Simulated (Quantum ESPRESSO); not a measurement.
# SiGe (P6_3mc) in Quantum ESPRESSO: notebook

One crystal, SiGe, is run at these levels: r2SCAN; tasks: single point, equation of state.

All numbers are computed with Quantum ESPRESSO 7.5; they aren't measurements. Logs are shortened: lines on timing, memory, paths and dates and some standing lists are left out, and cuts for length are marked.

### Step 1. The structure

Symmetry: P6_3mc, No. 186, hexagonal system. The conventional cell has a = 3.904 Å, b = 3.904 Å, c = 6.451 Å, α = 90.00°, β = 90.00°, γ = 120.00°. Around Ge (site symmetry 3m) lie 4 Si at 2.40 to 2.41 Å. Around Si (site symmetry 3m) lie 4 Ge at 2.40 to 2.41 Å.

The cell comes from a database or a generator and needn't be the stable form of this composition.

### Step 2. Single point, r2SCAN, 20.01 Å³/atom

pw.in

```
&CONTROL
  calculation = 'scf'
  prefix = 'pwscf'
  outdir = './tmp'
  pseudo_dir = './pseudo'
  tstress = .true.
  disk_io = 'nowf'
/
&SYSTEM
  ibrav = 0
  nat = 4
  ntyp = 2
  ecutwfc = 70
  nbnd = 26
  input_dft = 'r2scan'
  occupations = 'smearing'
  smearing = 'fd'
  degauss = 0.00367493
  nosym = .true.
  nr1 = 48
  nr2 = 48
  nr3 = 72
/
&ELECTRONS
  conv_thr = 1d-08
  electron_maxstep = 120
  mixing_beta = 0.5
/
ATOMIC_SPECIES
Ge    72.6300 Ge_ONCV_PBE-1.2.upf
Si    28.0850 Si_ONCV_PBE-1.2.upf
CELL_PARAMETERS angstrom
   3.8247462543    0.0000000000    0.0000000000
  -1.9123731271    3.3123274192    0.0000000000
   0.0000000000    0.0000000000    6.3190974171
ATOMIC_POSITIONS crystal
Ge     0.3333333333    0.6666666667    0.0003920000
Ge     0.6666666667    0.3333333333    0.5003920000
Si     0.3333333333    0.6666666667    0.3746070000
Si     0.6666666667    0.3333333333    0.8746070000
K_POINTS automatic
7 7 3 0 0 0
```

Potentials or basis: SG15 PBE 1.2.

Launch:

```
$ OMP_NUM_THREADS=1 mpirun -n 2 pw.x -nk 2 -in pw.in > pw.out
```

pw.out:

```text
This program is part of the open-source Quantum ESPRESSO suite
     for quantum simulation of materials; please cite
         "P. Giannozzi et al., J. Phys.:Condens. Matter 21 395502 (2009);
         "P. Giannozzi et al., J. Phys.:Condens. Matter 29 465901 (2017);
         "P. Giannozzi et al., J. Chem. Phys. 152 154105 (2020);
     in publications or presentations arising from this work. More details at

     IMPORTANT: XC functional enforced from input :
     Exchange-correlation= R2SCAN
                           (   0   0   0   0   0 497 498)
     Any further DFT definition will be discarded
     Please, verify this is what you really want

     K-points division:     npool     =       2
     Subspace diagonalization in iterative solution of the eigenvalue problem:
     a serial algorithm will be used

     G-vector sticks info
     --------------------
     sticks:   dense  smooth     PW     G-vecs:    dense   smooth      PW
     Sum        1015    1015    301                42645    42645    6947

     Using Slab Decomposition

     bravais-lattice index     =            0
     lattice parameter (alat)  =       7.2277  a.u.
     unit-cell volume          =     540.2410 (a.u.)^3
     number of atoms/cell      =            4
     number of atomic types    =            2
     number of electrons       =        36.00
     number of Kohn-Sham states=           26
     kinetic-energy cutoff     =      70.0000  Ry
     charge density cutoff     =     280.0000  Ry
     scf convergence threshold =      1.0E-08
     mixing beta               =       0.5000
     number of iterations used =            8  plain     mixing
     Exchange-correlation= R2SCAN
                           (   0   0   0   0   0 497 498)

     celldm(1)=   7.227723  celldm(2)=   0.000000  celldm(3)=   0.000000
     celldm(4)=   0.000000  celldm(5)=   0.000000  celldm(6)=   0.000000

     crystal axes: (cart. coord. in units of alat)
               a(1) = (   1.000000   0.000000   0.000000 )
               a(2) = (  -0.500000   0.866025   0.000000 )
               a(3) = (   0.000000   0.000000   1.652161 )

     reciprocal axes: (cart. coord. in units 2 pi/alat)
               b(1) = (  1.000000  0.577350 -0.000000 )
               b(2) = (  0.000000  1.154701  0.000000 )
               b(3) = (  0.000000 -0.000000  0.605268 )

     PseudoPot. # 1 for Ge read from file:
     Ge_ONCV_PBE-1.2.upf
     Pseudo is Norm-conserving, Zval = 14.0
     Generated using ONCVPSP code by D. R. Hamann
     Using radial grid of  602 points,  6 beta functions with:
                l(1) =   0
                l(2) =   0
                l(3) =   1
                l(4) =   1
                l(5) =   2
                l(6) =   2

     PseudoPot. # 2 for Si read from file:
     Si_ONCV_PBE-1.2.upf
     Pseudo is Norm-conserving, Zval =  4.0
     Generated using ONCVPSP code by D. R. Hamann
     Using radial grid of  602 points,  4 beta functions with:
                l(1) =   0
                l(2) =   0
                l(3) =   1
                l(4) =   1

     atomic species   valence    mass     pseudopotential
     Ge               14.00    72.63000     Ge( 1.00)
     Si                4.00    28.08500     Si( 1.00)

     No symmetry found

   Cartesian axes

     site n.     atom                  positions (alat units)
         1        Ge     tau(   1) = (  -0.0000000   0.5773503   0.0006476  )
         2        Ge     tau(   2) = (   0.5000000   0.2886751   0.8267283  )
         3        Si     tau(   3) = (  -0.0000000   0.5773503   0.6189112  )
         4        Si     tau(   4) = (   0.5000000   0.2886751   1.4449918  )

     number of k points=    74  Fermi-Dirac smearing, width (Ry)=  0.0037
                       cart. coord. in units 2pi/alat
        k(    1) = (   0.0000000   0.0000000   0.0000000), wk =   0.0136054
        k(    2) = (   0.0000000   0.0000000   0.2017559), wk =   0.0272109
        k(    3) = (   0.0000000   0.1649572   0.0000000), wk =   0.0272109
        k(    4) = (   0.0000000   0.1649572   0.2017559), wk =   0.0272109
        k(    5) = (   0.0000000   0.1649572  -0.2017559), wk =   0.0272109
        k(    6) = (   0.0000000   0.3299144   0.0000000), wk =   0.0272109
[... 66 lines left out ...]
        k(   73) = (   0.4285714   0.0824786   0.2017559), wk =   0.0272109
        k(   74) = (   0.4285714   0.0824786  -0.2017559), wk =   0.0272109

     Dense  grid:    42645 G-vectors     FFT dimensions: (  48,  48,  72)

     WARNING: libxc functional with ID  497 depends
      on external parameters: check the user_guide of
      QE if you need to modify them or to check their
      default values.

     WARNING: libxc functional with ID  498 depends
      on external parameters: check the user_guide of
      QE if you need to modify them or to check their
      default values.

     Initial potential from superposition of free atoms

     starting charge      35.7999, renormalised to      36.0000
     Starting wfcs are random

     Self-consistent Calculation

     iteration #  1     ecut=    70.00 Ry     beta= 0.50
     Davidson diagonalization with overlap
     ethr =  1.00E-02,  avg # of iterations = 10.8

     total energy              =    -296.81918678 Ry
     estimated scf accuracy    <      93.92868069 Ry

     iteration #  2     ecut=    70.00 Ry     beta= 0.50
     Davidson diagonalization with overlap
     ethr =  1.00E-02,  avg # of iterations =  1.0

     total energy              =    -297.09948053 Ry
     estimated scf accuracy    <      28.21110004 Ry

     iteration #  3     ecut=    70.00 Ry     beta= 0.50
     Davidson diagonalization with overlap
     ethr =  1.00E-02,  avg # of iterations =  1.0

     total energy              =    -297.11868178 Ry
     estimated scf accuracy    <       0.17342334 Ry

     iteration #  4     ecut=    70.00 Ry     beta= 0.50
     Davidson diagonalization with overlap
     ethr =  4.82E-04,  avg # of iterations =  1.4

     total energy              =    -297.12046357 Ry
     estimated scf accuracy    <       0.01153063 Ry

     iteration #  5     ecut=    70.00 Ry     beta= 0.50
     Davidson diagonalization with overlap
     ethr =  3.20E-05,  avg # of iterations =  6.2

     total energy              =    -297.12092138 Ry
     estimated scf accuracy    <       0.00009989 Ry

     iteration #  6     ecut=    70.00 Ry     beta= 0.50
     Davidson diagonalization with overlap
     ethr =  2.77E-07,  avg # of iterations =  6.3

     total energy              =    -297.12099488 Ry
     estimated scf accuracy    <       0.00008550 Ry

     iteration #  7     ecut=    70.00 Ry     beta= 0.50
     Davidson diagonalization with overlap
     ethr =  2.37E-07,  avg # of iterations =  1.0

     total energy              =    -297.12099663 Ry
     estimated scf accuracy    <       0.00002184 Ry

     iteration #  8     ecut=    70.00 Ry     beta= 0.50
     Davidson diagonalization with overlap
     ethr =  6.07E-08,  avg # of iterations =  1.0

     total energy              =    -297.12099695 Ry
     estimated scf accuracy    <       0.00001028 Ry

     iteration #  9     ecut=    70.00 Ry     beta= 0.50
     Davidson diagonalization with overlap
     ethr =  2.86E-08,  avg # of iterations =  1.0

     total energy              =    -297.12099706 Ry
     estimated scf accuracy    <       0.00000044 Ry

     iteration # 10     ecut=    70.00 Ry     beta= 0.50
     Davidson diagonalization with overlap
     ethr =  1.22E-09,  avg # of iterations =  1.9

     End of self-consistent calculation

          k = 0.0000 0.0000 0.0000 (  5311 PWs)   bands (ev):

   -14.6990 -14.6985 -14.6956 -14.6956 -14.6906 -14.6906 -14.6407 -14.6407
   -14.6343 -14.6343  -4.0886  -1.7099   1.5554   7.9309   7.9309   9.3528
     9.6915   9.6915  10.4971  11.7609  11.9704  11.9704  12.7484  14.4275
    14.4275  16.8566

          k = 0.0000 0.0000 0.2018 (  5384 PWs)   bands (ev):

   -14.6988 -14.6985 -14.6944 -14.6944 -14.6919 -14.6919 -14.6390 -14.6390
   -14.6358 -14.6358  -3.7100  -2.6555   3.2569   6.4840   8.2476   8.2476
     9.0681   9.0681  10.8770  11.9108  12.5825  12.5825  13.6997  13.6997
    14.7439  17.6382

          k = 0.0000 0.1650 0.0000 (  5365 PWs)   bands (ev):

   -14.7003 -14.6972 -14.6958 -14.6937 -14.6887 -14.6884 -14.6413 -14.6400
   -14.6353 -14.6333  -3.8364  -1.4573   1.6594   6.2037   7.4410   7.7907
     8.9206   9.2346  11.1976  12.2046  12.6488  12.7899  13.3890  15.1487
    15.3872  15.5945

          k = 0.0000 0.1650 0.2018 (  5360 PWs)   bands (ev):

   -14.7000 -14.6988 -14.6931 -14.6924 -14.6900 -14.6898 -14.6397 -14.6383
   -14.6367 -14.6350  -3.4591  -2.4071   3.2920   6.0918   6.6241   7.7669
     7.8675   8.6099  11.4399  12.5432  12.9361  13.3717  13.9716  14.6200
    14.7777  16.9852

          k = 0.0000 0.1650-0.2018 (  5360 PWs)   bands (ev):

   -14.6999 -14.6988 -14.6931 -14.6924 -14.6900 -14.6898 -14.6397 -14.6383
   -14.6367 -14.6350  -3.4591  -2.4071   3.2920   6.0918   6.6241   7.7669
     7.8675   8.6099  11.4399  12.5432  12.9361  13.3717  13.9716  14.6200
    14.7777  16.9853

          k = 0.0000 0.3299 0.0000 (  5351 PWs)   bands (ev):

   -14.7038 -14.6981 -14.6925 -14.6901 -14.6840 -14.6838 -14.6428 -14.6380
   -14.6374 -14.6310  -3.1053  -0.7376   1.5870   4.4432   5.2487   6.6767
     7.8000   8.4937  10.7392  12.5135  13.1614  13.3811  13.7899  16.1949
    17.0587  17.3259

          k = 0.0000 0.3299 0.2018 (  5340 PWs)   bands (ev):

   -14.7030 -14.7006 -14.6894 -14.6884 -14.6857 -14.6853 -14.6412 -14.6385
   -14.6364 -14.6328  -2.7341  -1.6981   2.7129   4.2266   5.3550   7.0107
     7.5151   7.8701  10.5947  11.7947  12.4384  14.5217  14.6689  16.2388
    16.4963  17.1923
[... 437 lines left out ...]
   -14.7030 -14.7009 -14.6884 -14.6872 -14.6833 -14.6827 -14.6411 -14.6393
   -14.6352 -14.6325  -2.0625  -1.0728   1.9110   3.1031   5.4551   5.9307
     6.6129   7.5889  11.1820  12.5321  12.8577  13.7443  14.1492  15.7981
    16.3899  17.4576

          k = 0.4286-0.0825-0.2018 (  5342 PWs)   bands (ev):

   -14.7030 -14.7009 -14.6884 -14.6872 -14.6833 -14.6827 -14.6411 -14.6393
   -14.6352 -14.6325  -2.0625  -1.0728   1.9110   3.1031   5.4551   5.9307
     6.6129   7.5889  11.1820  12.5321  12.8577  13.7443  14.1493  15.7981
    16.3899  17.4575

          k = 0.4286 0.0825 0.0000 (  5338 PWs)   bands (ev):

   -14.7036 -14.6988 -14.6907 -14.6887 -14.6819 -14.6817 -14.6425 -14.6395
   -14.6358 -14.6306  -2.4211  -0.1490   1.1648   4.0145   4.4070   5.4089
     7.1600   7.3158  11.7935  12.3696  13.4918  14.1195  14.4411  15.9055
    16.9959  17.5251

          k = 0.4286 0.0825 0.2018 (  5342 PWs)   bands (ev):

   -14.7030 -14.7009 -14.6884 -14.6872 -14.6833 -14.6827 -14.6411 -14.6393
   -14.6352 -14.6325  -2.0625  -1.0728   1.9110   3.1031   5.4551   5.9307
     6.6129   7.5889  11.1820  12.5321  12.8577  13.7443  14.1493  15.7981
    16.3899  17.4575

          k = 0.4286 0.0825-0.2018 (  5342 PWs)   bands (ev):

   -14.7030 -14.7009 -14.6884 -14.6872 -14.6833 -14.6827 -14.6411 -14.6393
   -14.6352 -14.6325  -2.0625  -1.0728   1.9110   3.1031   5.4551   5.9307
     6.6129   7.5889  11.1820  12.5321  12.8577  13.7443  14.1493  15.7981
    16.3899  17.4575

     the Fermi energy is     9.9669 ev

!    total energy              =    -297.12099708 Ry
     estimated scf accuracy    <          2.0E-09 Ry
     smearing contrib. (-TS)   =      -0.00000617 Ry
     internal energy E=F+TS    =    -297.12099091 Ry

     The total energy is F=E-TS. E is the sum of the following terms:
     one-electron contribution =    -139.61084176 Ry
     hartree contribution      =      87.41438694 Ry
     xc contribution           =     -38.13586545 Ry
     ewald contribution        =    -206.78867064 Ry

     convergence has been achieved in  10 iterations

     Computing stress (Cartesian axis) and pressure

          total   stress  (Ry/bohr**3)                   (kbar)     P=       45.63
   0.00031311  -0.00000000   0.00000000           46.06       -0.00        0.00
  -0.00000000   0.00031311   0.00000000           -0.00       46.06        0.00
   0.00000000   0.00000000   0.00030443            0.00        0.00       44.78

=------------------------------------------------------------------------------=
   JOB DONE.
=------------------------------------------------------------------------------=
```

Run time: 3.4 min. Hardware: 2 MPI ranks of Intel Xeon 6975P-C (Granite Rapids), shared host; peak memory 0.42 GiB.

Results:

```
Free energy            : -4042.5371 eV
Pressure               : 4.6 GPa
Band gap on the k mesh : 0.65 eV, indirect (least direct gap 0.81 eV)
```

Caveat: the potentials were made for another functional, which shifts forces and pressure; an odd mesh through Γ misses points on the zone boundary, where band edges often lie.

### Step 3. Single point, r2SCAN, 20.44 Å³/atom

Changes to pw.in since step 2:

```diff
@@ -32,5 +32,5 @@
 CELL_PARAMETERS angstrom
-   3.8247462543    0.0000000000    0.0000000000
-  -1.9123731271    3.3123274192    0.0000000000
-   0.0000000000    0.0000000000    6.3190974171
+   3.8516819745    0.0000000000    0.0000000000
+  -1.9258409872    3.3356544372    0.0000000000
+   0.0000000000    0.0000000000    6.3635995694
 ATOMIC_POSITIONS crystal
```

Potentials or basis: SG15 PBE 1.2.

Launch:

```
$ OMP_NUM_THREADS=1 mpirun -n 2 pw.x -nk 2 -in pw.in > pw.out
```

Run time: 3.5 min. Hardware: 2 MPI ranks of Intel Xeon 6975P-C (Granite Rapids), shared host; peak memory 0.42 GiB.

Results (log left out):

```
Free energy            : -4042.5744 eV
Pressure               : 2.4 GPa
Band gap on the k mesh : 0.67 eV, indirect (least direct gap 0.74 eV)
```

Caveat: the potentials were made for another functional, which shifts forces and pressure; an odd mesh through Γ misses points on the zone boundary, where band edges often lie.

### Step 4. Single point, r2SCAN, 20.87 Å³/atom

Changes to pw.in since step 3:

```diff
@@ -32,5 +32,5 @@
 CELL_PARAMETERS angstrom
-   3.8516819745    0.0000000000    0.0000000000
-  -1.9258409872    3.3356544372    0.0000000000
-   0.0000000000    0.0000000000    6.3635995694
+   3.8782461379    0.0000000000    0.0000000000
+  -1.9391230689    3.3586596775    0.0000000000
+   0.0000000000    0.0000000000    6.4074878499
 ATOMIC_POSITIONS crystal
```

Launch:

```
$ OMP_NUM_THREADS=1 mpirun -n 2 pw.x -nk 2 -in pw.in > pw.out
```

Wall time 3.5 min (2 MPI ranks of Intel Xeon 6975P-C (Granite Rapids), shared host); peak memory 0.42 GiB.

It converged, with:

```yaml
Free_energy: -4042.5903 eV
Pressure: 0.6 GPa
Band_gap_on_the_k_mesh: 0.66 eV, indirect (least direct gap 0.67 eV)
```

Caveat: the potentials were made for another functional, which shifts forces and pressure; an odd mesh through Γ misses points on the zone boundary, where band edges often lie.

### Step 5. Single point, r2SCAN, 21.29 Å³/atom

Changes to pw.in since step 4:

```diff
@@ -32,5 +32,5 @@
 CELL_PARAMETERS angstrom
-   3.8782461379    0.0000000000    0.0000000000
-  -1.9391230689    3.3586596775    0.0000000000
-   0.0000000000    0.0000000000    6.4074878499
+   3.9044512986    0.0000000000    0.0000000000
+  -1.9522256493    3.3813540124    0.0000000000
+   0.0000000000    0.0000000000    6.4507830000
 ATOMIC_POSITIONS crystal
```

Launch:

```
$ OMP_NUM_THREADS=1 mpirun -n 2 pw.x -nk 2 -in pw.in > pw.out
```

It took 3.7 min on 2 MPI ranks of Intel Xeon 6975P-C (Granite Rapids), shared host; peak memory 0.44 GiB.

It converged, with:

- Free energy: -4042.5873 eV
- Pressure: -1.1 GPa
- Band gap on the k mesh: 0.61 eV, direct

Caveat: the potentials were made for another functional, which shifts forces and pressure; an odd mesh through Γ misses points on the zone boundary, where band edges often lie.

### Step 6. Single point, r2SCAN, 21.72 Å³/atom

Changes to pw.in since step 5:

```diff
@@ -32,5 +32,5 @@
 CELL_PARAMETERS angstrom
-   3.9044512986    0.0000000000    0.0000000000
-  -1.9522256493    3.3813540124    0.0000000000
-   0.0000000000    0.0000000000    6.4507830000
+   3.9303093455    0.0000000000    0.0000000000
+  -1.9651546728    3.4037477379    0.0000000000
+   0.0000000000    0.0000000000    6.4935046622
 ATOMIC_POSITIONS crystal
```

Potentials or basis: SG15 PBE 1.2.

Launch:

```
$ OMP_NUM_THREADS=1 mpirun -n 2 pw.x -nk 2 -in pw.in > pw.out
```

Wall time 3.4 min (2 MPI ranks of Intel Xeon 6975P-C (Granite Rapids), shared host); peak memory 0.44 GiB.

It converged, with:

```
Free energy            : -4042.5673 eV
Pressure               : -2.6 GPa
Band gap on the k mesh : 0.55 eV, direct
```

Caveat: the potentials were made for another functional, which shifts forces and pressure; an odd mesh through Γ misses points on the zone boundary, where band edges often lie.

### Step 7. Single point, r2SCAN, 22.14 Å³/atom

Changes to pw.in since step 6:

```diff
@@ -32,5 +32,5 @@
 CELL_PARAMETERS angstrom
-   3.9303093455    0.0000000000    0.0000000000
-  -1.9651546728    3.4037477379    0.0000000000
-   0.0000000000    0.0000000000    6.4935046622
+   3.9558315499    0.0000000000    0.0000000000
+  -1.9779157750    3.4258506153    0.0000000000
+   0.0000000000    0.0000000000    6.5356714585
 ATOMIC_POSITIONS crystal
```

Launch:

```
$ OMP_NUM_THREADS=1 mpirun -n 2 pw.x -nk 2 -in pw.in > pw.out
```

It took 3.8 min on 2 MPI ranks of Intel Xeon 6975P-C (Granite Rapids), shared host; peak memory 0.42 GiB.

The run converged. Its results:

| Property | Result |
| --- | --- |
| Free energy | -4042.5321 eV |
| Pressure | -4.0 GPa |
| Band gap on the k mesh | 0.49 eV, direct |

Caveat: the potentials were made for another functional, which shifts forces and pressure; an odd mesh through Γ misses points on the zone boundary, where band edges often lie.

### Step 8. Single point, r2SCAN, 22.57 Å³/atom

Changes to pw.in since step 7:

```diff
@@ -32,5 +32,5 @@
 CELL_PARAMETERS angstrom
-   3.9558315499    0.0000000000    0.0000000000
-  -1.9779157750    3.4258506153    0.0000000000
-   0.0000000000    0.0000000000    6.5356714585
+   3.9810286086    0.0000000000    0.0000000000
+  -1.9905143043    3.4476719082    0.0000000000
+   0.0000000000    0.0000000000    6.5773010615
 ATOMIC_POSITIONS crystal
```

Launch:

```
$ OMP_NUM_THREADS=1 mpirun -n 2 pw.x -nk 2 -in pw.in > pw.out
```

It took 4 min on 2 MPI ranks of Intel Xeon 6975P-C (Granite Rapids), shared host; peak memory 0.44 GiB.

The run converged. Its results:

| Property | Result |
| --- | --- |
| Free energy | -4042.4836 eV |
| Pressure | -5.2 GPa |
| Band gap on the k mesh | 0.44 eV, direct |

Caveat: the potentials were made for another functional, which shifts forces and pressure; an odd mesh through Γ misses points on the zone boundary, where band edges often lie.

### Step 9. Equation of state, r2SCAN

Potentials or basis: SG15 PBE 1.2.

This step only gathers the single runs of the series.

What came out:

* Equilibrium volume: 21.00 Å³/atom
* Bulk modulus at fixed shape and positions: 85 GPa
* Pressure derivative of the bulk modulus: 4.7

Energy against volume, from the lowest point:
```tsv
volume (Å³/atom)	energy (meV/atom)
20.014	13.31
20.440	3.99
20.866	0.00
21.291	0.76
21.717	5.77
22.143	14.55
22.569	26.70
```

Caveat: the potentials were made for another functional, which shifts forces and pressure; the cell was scaled at fixed shape and fractional positions, which overstates the stiffness of a crystal with free parameters, most of all of layers and chains.
